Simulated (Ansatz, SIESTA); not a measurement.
# One calculation of InSe, 3 ways

```
CELL_PARAMETERS angstrom
4.04733 0.00000 0.00000
-2.02366 3.50509 0.00000
0.00000 0.00000 18.05206
ATOMIC_POSITIONS crystal
In 0.33333 0.66667 0.07739
In 0.33333 0.66667 0.92261
In 0.00000 0.00000 0.42261
In 0.00000 0.00000 0.57739
Se 0.33333 0.66667 0.35298
Se 0.33333 0.66667 0.64702
Se 0.66667 0.33333 0.14700
Se 0.66667 0.33333 0.85300
```

Measurements of this composition are mostly on another form, of space group No. 160.

Alike in all runs: task band structure; functional LDA; k mesh 8 × 8 × 2; occupations fermi-dirac, width 0.05 eV; no spin polarisation; no spin-orbit coupling. LDA stands for any of its common fits. Pressure is positive in compression and, in plane waves, holds the error of the finite cutoff, which Ansatz's Pulay term estimates and takes out. Gaps are the smaller of the mesh's and the band path's.

```tsv
program and potentials	plane-wave cutoff (eV)	notes	band gap (eV)	pressure (GPa)	largest force (eV/Å)
Ansatz, Ansatz PAW	420	potentials made for PBE, which Ansatz adapts in part; Pulay term of +0.02 GPa included	0.50	-2.27	0.153
Ansatz, all-electron LAPW, scalar-relativistic	-	-	?	?	?
SIESTA, files PseudoDojo sr-lda-0.4.1-standard, DZP (energy shift 0.003 Ry; two zetas on semicore shells)	-	atomic basis	0.52	-1.60	0.267
```

**Question.** Estimate from the other rows what the run with Ansatz, all-electron LAPW, scalar-relativistic gave.

**Answer.** Band gap 0.50 eV; pressure -2.26 GPa; largest force 0.152 eV/Å. The other rows, which needn't bracket it: band gap 0.50 to 0.52; pressure -2.27 to -1.60; largest force 0.153 to 0.267.
